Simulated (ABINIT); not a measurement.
Here is an ABINIT 10.8.3 (patched build) calculation.

File run.abi:

```
# Datasets: ground state, then fixed potential
ndtset 2

# Pseudopotentials
pp_dirpath "./"
pseudos "Ir.GGA_PBE-JTH.xml"

# Structure
acell 2.7090675001 2.7090675001 2.7090675001 Angstrom
rprim
     0.0000000000     0.7071067812     0.7071067812
     0.7071067812     0.0000000000     0.7071067812
     0.7071067812     0.7071067812     0.0000000000
ntypat 1
znucl 77
natom 1
typat 1
xred
     0.0000000000     0.0000000000     0.0000000000

# Plane-wave basis
ecut 544.227725 eV
pawecutdg 40.0

# Exchange and correlation
ixc -497498
usekden 1
pawxcdev 0

# Bands and occupations
occopt 3
tsmear 0.05 eV

# SCF cycle
nstep 100

# Output
iomode 3
prtwf 0
prteig 0
prtebands 0
enunit 1
prtden1 1
prtkden1 1

# Dataset 1
kptopt1 1
ngkpt1 12 12 12
nshiftk1 1
shiftk1 0.0 0.0 0.0
nband1 12
tolvrs1 1.0e-7

# Dataset 2: bands along G-X-W-K-G-L-U-W-L-K
iscf2 -2
getden2 1
getkden2 1
nband2 16
nbdbuf2 2
tolwfr2 1.0e-12
kptopt2 -9
ndivsm2 8
prteig2 1
kptbounds2
     0.0000000000     0.0000000000     0.0000000000
     0.5000000000     0.0000000000     0.5000000000
     0.5000000000     0.2500000000     0.7500000000
     0.3750000000     0.3750000000     0.7500000000
     0.0000000000     0.0000000000     0.0000000000
     0.5000000000     0.5000000000     0.5000000000
     0.6250000000     0.2500000000     0.6250000000
     0.5000000000     0.2500000000     0.7500000000
     0.5000000000     0.5000000000     0.5000000000
     0.3750000000     0.3750000000     0.7500000000
```

Potentials or basis: JTH PAW PBE v2.0.

Run with:

```bash
$ abinit run.abi > log 2>&1
```

Problem. What does it give for the pressure?

Solution. 5.0 GPa.

Problem. Predict the band gap on the k mesh.

Solution. None (metal or under the smearing width).

Levels at the corners of the path, in eV from the Fermi level:
```csv
point,band 5,band 6,band 7,band 8,band 9,band 10
Γ,-4.07,-4.07,-4.07,-1.33,-1.33,8.18
X,-7.71,0.83,1.56,1.56,1.78,8.06
W,-5.12,-5.12,-1.95,1.56,7.82,9.04
K,-6.28,-3.03,-1.00,0.64,6.56,8.09
Γ,-4.07,-4.07,-4.07,-1.33,-1.33,8.18
L,-4.22,-4.22,-0.71,0.92,0.92,7.42
U,-6.28,-3.03,-1.00,0.64,6.56,8.09
W,-5.12,-5.12,-1.95,1.56,7.82,9.04
L,-4.22,-4.22,-0.71,0.92,0.92,7.42
K,-6.28,-3.03,-1.00,0.64,6.56,8.09
```

Caveat: the PAW data sets were made with another functional, which shifts forces and pressure a little; spin-orbit coupling is left out, which moves the levels of the heavy elements.
